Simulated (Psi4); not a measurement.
# C2H6O2 (SMILES OCCO) at 5 levels

Aim: a comparison of 5 runs (HF/3-21G, B3LYP/6-31G*, HSE06/6-31G*, TPSSh/6-31G*) of C2H6O2. 

The results are computed with Psi4 1.11.

### Step 1. The structure to begin with

C2H6O2 has 10 atoms, charge 0, and is taken as a singlet. As SMILES, `OCCO`. The C2–H7 distance was set to 1.432 Å, away from the relaxed value.

Bond lengths: O1–C2 1.411 Å, C2–C3 1.514 Å, C3–O4 1.410 Å, O1–H5 0.959 Å, C2–H6 1.098 Å, C3–H8 1.098 Å, C3–H9 1.092 Å, O4–H10 0.960 Å. Some angles: O1–C2–C3 107.6°, C2–C3–O4 111.8°, O1–C2–H6 112.0°, C3–C2–H6 109.0°, C2–O1–H5 108.9°, C2–C3–H8 109.3°, C2–C3–H9 109.4°, O4–C3–H8 112.0°, O4–C3–H9 106.6°, C3–O4–H10 108.5°. A long bond or contact: C2–H7 1.432 Å.

### Step 2. A single-point energy at HF/3-21G (run 1)

input.dat

```
memory 1600 MB

molecule {
  0 1
  O     -1.843291     0.047061     0.077916
  C     -0.492091     0.449061     0.029616
  C      0.314009    -0.556339     0.824516
  O      1.686109    -0.232339     0.839416
  H     -2.379991     0.710561    -0.359584
  H     -0.344291     1.447061     0.462216
  H     -0.009800     0.482600    -1.318200
  H      0.132709    -1.563339     0.427216
  H     -0.020191    -0.548639     1.863916
  H      2.038409    -0.356539    -0.045184
  symmetry c1
  no_reorient
  no_com
}

set globals {
  puream true
  e_convergence 1e-09
  d_convergence 1e-08
  scf_type pk
}

energy_value, wavefunction = energy('hf/3-21G', return_wfn=True)
oeprop(wavefunction, 'MAYER_INDICES', 'LOWDIN_CHARGES', 'DIPOLE')
```

Launch:

```bash
psi4 -n 1 input.dat output.dat
```

output.dat:

```text
[...]
  Running in c1 symmetry.
[...]
  Nuclear repulsion =  129.480753384762949
[...]
  Multiplicity = 1
[...]
  Nalpha       = 17
  Nbeta        = 17
[...]
    Number of basis functions: 48
[...]
   @RHF iter   1:  -227.51821663606671   -9.03044e-01   8.86683e-03 ADIIS/DIIS
[...]
   @RHF iter  12:  -227.60984181545524   -1.70530e-13   2.20139e-09 DIIS
[...]
    Orbital Energies [Eh]
    ---------------------
    Doubly Occupied:
       1A    -20.461978     2A    -20.445602     3A    -11.261403
       4A    -11.222006     5A     -1.376720     6A     -1.358411
       7A     -0.996947     8A     -0.828583     9A     -0.715173
      10A     -0.670861    11A     -0.617561    12A     -0.613290
      13A     -0.559186    14A     -0.510662    15A     -0.481329
      16A     -0.434837    17A     -0.413139
[...]
  @RHF Final Energy:  -227.60984181545524
   => Energetics <=
    Nuclear Repulsion Energy =            129.4807533847629486
    One-Electron Energy =                -568.2458183715523319
    Two-Electron Energy =                 211.1552231713341712
    Total Energy =                       -227.6098418154552405
[...]
 Multipole Moments:
 ------------------------------------------------------------------------------------
     Multipole            Electronic (a.u.)      Nuclear  (a.u.)        Total (a.u.)
 ------------------------------------------------------------------------------------
 L = 1.  Multiply by 2.5417464519 to convert [e a0] to [Debye]
 Dipole X            :          5.2089650           -5.4974079           -0.2884430
 Dipole Y            :          4.1020380           -3.6928782            0.4091598
 Dipole Z            :        -26.2333891           25.4996393           -0.7337498
 Magnitude           :                                                    0.8882566
[...]
```

Wall time 1.6 s (1 thread of Intel Xeon Platinum 8488C (Sapphire Rapids), shared host); peak memory 0.19 GiB.

### Step 3. A single-point energy at B3LYP/6-31G(d) (spherical functions) (run 2)

job.py

```python
import psi4

psi4.set_memory('1600 MB')
psi4.set_num_threads(1)
psi4.set_output_file('output.dat', False)

m = psi4.geometry("""
O
C 1 1.41056
C 2 1.514098 1 107.62417
O 3 1.409914 2 111.78173 1 -179.70203
H 1 0.959002 2 108.86231 3 175.41062
H 2 1.097721 1 111.99871 5 55.65729
H 2 1.4319 6 107.7162 1 122.57574
H 3 1.097618 4 112.04905 2 123.14057
H 3 1.091834 8 107.48727 4 -116.83034
H 4 0.960239 3 108.5172 9 171.81446
symmetry c1
""")

options = {'basis': '6-31G*', 'puream': True, 'e_convergence': 1e-09, 'd_convergence': 1e-08, 'scf_type': 'pk', 'dft_radial_points': 99, 'dft_spherical_points': 590}
psi4.set_options(options)

e, wfn = psi4.energy("B3LYP", return_wfn=True)
print(f'B3LYP energy: {e:.10f} Eh')
```

Launch:

```bash
python job.py
```

output.dat:

```text
[...]
  Running in c1 symmetry.
[...]
  Nuclear repulsion =  129.480732797300647
[...]
  Multiplicity = 1
[...]
  Nalpha       = 17
  Nbeta        = 17
[...]
    Number of basis functions: 68
[...]
   @RKS iter   1:  -229.92038385091476   -3.26907e-01   1.15767e-02 DIIS/ADIIS
[...]
   @RKS iter  11:  -230.19875943995154   -8.04334e-12   7.97308e-09 DIIS
[...]
  @RKS Final Energy:  -230.19875943995154
   => Energetics <=
    Nuclear Repulsion Energy =            129.4807327973006466
    One-Electron Energy =                -570.4373512405617248
    Two-Electron Energy =                 235.2310312269489145
    DFT Exchange-Correlation Energy =     -24.4731722236394056
    Empirical Dispersion Energy =           0.0000000000000000
    VV10 Nonlocal Energy =                  0.0000000000000000
    Total Energy =                       -230.1987594399515444
[...]
 Multipole Moments:
 ------------------------------------------------------------------------------------
     Multipole            Electronic (a.u.)      Nuclear  (a.u.)        Total (a.u.)
 ------------------------------------------------------------------------------------
 L = 1.  Multiply by 2.5417464519 to convert [e a0] to [Debye]
 Dipole X            :         -0.5805228            0.8473349            0.2668121
 Dipole Y            :         -0.5550661            1.2152144            0.6601483
 Dipole Z            :         -0.2760191            0.1300613           -0.1459578
 Magnitude           :                                                    0.7268343
[...]
```

Standard output:

```text
B3LYP energy: -230.1987594400 Eh
```

Wall time 13 s (1 thread of Intel Xeon Platinum 8488C (Sapphire Rapids), shared host); peak memory 1.3 GiB.

### Step 4. The energy at HSE06/6-31G(d) (spherical functions) (run 3)

job.dat

```
memory 1.6 GB

molecule {
  0 1
  O     -1.843291     0.047061     0.077916
  C     -0.492091     0.449061     0.029616
  C      0.314009    -0.556339     0.824516
  O      1.686109    -0.232339     0.839416
  H     -2.379991     0.710561    -0.359584
  H     -0.344291     1.447061     0.462216
  H     -0.009800     0.482600    -1.318200
  H      0.132709    -1.563339     0.427216
  H     -0.020191    -0.548639     1.863916
  H      2.038409    -0.356539    -0.045184
  units angstrom
  symmetry c1
}

set puream true
set e_convergence 1e-09
set d_convergence 1e-08
set scf_type pk
set dft_radial_points 99
set dft_spherical_points 590

e_tot, wfn = energy("hse06/6-31G*", return_wfn=True)
oeprop(wfn, "WIBERG_LOWDIN_INDICES", "DIPOLE", "MAYER_INDICES", title="HSE06")
```

Launch:

```bash
psi4 -n 1 job.dat job.out
```

job.out:

```text
[...]
  Running in c1 symmetry.
[...]
  Nuclear repulsion =  129.480753384762920
[...]
  Multiplicity = 1
[...]
  Nalpha       = 17
  Nbeta        = 17
[...]
    Number of basis functions: 68
[...]
   @RKS iter   1:  -229.71066260356599   -3.28159e-01   1.09262e-02 ADIIS/DIIS
[...]
   @RKS iter  11:  -229.96083963844916   -1.14255e-11   6.34341e-09 DIIS
[...]
  @RKS Final Energy:  -229.96083963844916
   => Energetics <=
    Nuclear Repulsion Energy =            129.4807533847629202
    One-Electron Energy =                -570.3733417709011064
    Two-Electron Energy =                 234.2283492671580802
    DFT Exchange-Correlation Energy =     -23.2966005194690524
    Empirical Dispersion Energy =           0.0000000000000000
    VV10 Nonlocal Energy =                  0.0000000000000000
    Total Energy =                       -229.9608396384491584
[...]
 Multipole Moments:
 ------------------------------------------------------------------------------------
     Multipole            Electronic (a.u.)      Nuclear  (a.u.)        Total (a.u.)
 ------------------------------------------------------------------------------------
 L = 1.  Multiply by 2.5417464519 to convert [e a0] to [Debye]
 Dipole X            :         -0.1975598           -0.0716353           -0.2691951
 Dipole Y            :         -0.1930799            0.5304393            0.3373594
 Dipole Z            :          0.7822125           -1.3874940           -0.6052815
 Magnitude           :                                                    0.7433996
[...]
```

Wall time 35 s (1 thread of Intel Xeon Platinum 8488C (Sapphire Rapids), shared host); peak memory 1.3 GiB.

Run 4 isn't shown in full; the table further down has it.

### Step 5. Energy and gradient at B3LYP/6-31G(d) (Cartesian functions) (run 5)

c2h6o2.xyz

```xyz
10
C2H6O2
O     -1.843291     0.047061     0.077916
C     -0.492091     0.449061     0.029616
C      0.314009    -0.556339     0.824516
O      1.686109    -0.232339     0.839416
H     -2.379991     0.710561    -0.359584
H     -0.344291     1.447061     0.462216
H     -0.009800     0.482600    -1.318200
H      0.132709    -1.563339     0.427216
H     -0.020191    -0.548639     1.863916
H      2.038409    -0.356539    -0.045184
```

run_ase.py

```python
import numpy as np
from ase.calculators.psi4 import Psi4
from ase.io import read

mol = read('c2h6o2.xyz')
calc = Psi4(atoms=mol, method='b3lyp', basis='6-31G*', memory='1600MB', num_threads=1, charge=0, multiplicity=1, label='c2h6o2', reference='rks')
calc.psi4.set_options({'puream': False, 'e_convergence': 1e-09, 'd_convergence': 1e-08, 'scf_type': 'pk', 'dft_radial_points': 99, 'dft_spherical_points': 590})
mol.calc = calc

forces = mol.get_forces()
print(f'energy: {mol.get_potential_energy():.6f} eV')
print('forces / eV A^-1')
print(np.round(forces, 5))
```

Launch:

```bash
python run_ase.py
```

c2h6o2.dat:

```text
[...]
  Running in c1 symmetry.
[...]
  Nuclear repulsion =  129.480753384762920
[...]
  Multiplicity = 1
[...]
  Nalpha       = 17
  Nbeta        = 17
[...]
    Number of basis functions: 72
[...]
   @RKS iter   1:  -229.92464304977818   -3.29180e-01   1.10603e-02 ADIIS/DIIS
[...]
   @RKS iter  11:  -230.20311469067437   -1.04023e-11   7.87093e-09 DIIS
[...]
  @RKS Final Energy:  -230.20311469067437
   => Energetics <=
    Nuclear Repulsion Energy =            129.4807533847629202
    One-Electron Energy =                -570.3973388651235155
    Two-Electron Energy =                 235.1613035679180257
    DFT Exchange-Correlation Energy =     -24.4478327782317955
    Empirical Dispersion Energy =           0.0000000000000000
    VV10 Nonlocal Energy =                  0.0000000000000000
    Total Energy =                       -230.2031146906743686
[...]
  -Total Gradient:
     Atom            X                  Y                   Z
    ------   -----------------  -----------------  -----------------
       1       -0.010917398605     0.005274921421    -0.001322197162
       2       -0.010071603047     0.000349123464     0.059523076902
       3       -0.002609454315     0.004628721945     0.007770486583
       4       -0.003494361302    -0.002836317752    -0.011508038421
       5        0.004736686969    -0.007142214576     0.004143084049
       6       -0.002053523173    -0.002236780992     0.007676115425
       7        0.023538441363     0.000221168291    -0.073516142144
       8        0.001190120896     0.001953195081    -0.000120516550
       9        0.001226190212    -0.001285527274    -0.001738482861
      10       -0.001548737181     0.001067980072     0.009093864483
[...]
```

On the terminal:

```text
energy: -6264.145818 eV
forces / eV A^-1
[[ 0.5614  -0.27125  0.06799]
 [ 0.5179  -0.01795 -3.0608 ]
 [ 0.13418 -0.23802 -0.39957]
 [ 0.17969  0.14585  0.59177]
 [-0.24357  0.36727 -0.21305]
 [ 0.1056   0.11502 -0.39472]
 [-1.2104  -0.01137  3.78035]
 [-0.0612  -0.10044  0.0062 ]
 [-0.06305  0.0661   0.0894 ]
 [ 0.07964 -0.05492 -0.46763]]
```

Wall time 20 s (1 thread of Intel Xeon Platinum 8488C (Sapphire Rapids), shared host); peak memory 0.82 GiB.

### Step 6. The series

```csv
run,level,properties,integration grid,energy (Eh),dipole moment (D),HOMO energy (eV),LUMO energy (eV),wall time
1,HF/3-21G,"(mayer, lowdin, dipole)",–,-227.609842,2.26,-11.24,5.78,1.6 s
2,B3LYP/6-31G* (spherical functions),–,99 radial × 590 angular,-230.198759,1.85,-7.32,1.26,13 s
3,HSE06/6-31G* (spherical functions),"(wiberg, dipole, mayer)",99 radial × 590 angular,-229.960840,1.89,-7.19,1.18,35 s
4,TPSSh/6-31G* (spherical functions),–,99 radial × 590 angular,-230.200840,1.81,-6.73,1.16,41 s
5,B3LYP/6-31G* (Cartesian functions),–,99 radial × 590 angular,-230.203115,1.85,-7.34,1.24,20 s
```

### Step 7. Results

| quantity | value |
| --- | --- |
| run 5: total energy | -230.20311 Eh |
| run 5: dipole moment | 1.85 D |
| run 5: HOMO energy | -7.34 eV |
| run 5: LUMO energy | 1.24 eV |
| run 5: HOMO–LUMO gap | 8.58 eV |
| run 5: largest force on an atom | 3.969 eV/Å |

What this shows: The dipole moment (its size) runs from 1.81 D (TPSSh/6-31G*) to 2.26 D (HF/3-21G). The two ends differ in method and basis. The HOMO–LUMO gap runs from 7.89 eV (TPSSh/6-31G*) to 17.02 eV (HF/3-21G). Totals of different functionals can't be ranked against each other. All runs together took 1.8 min, the longest 41 s.
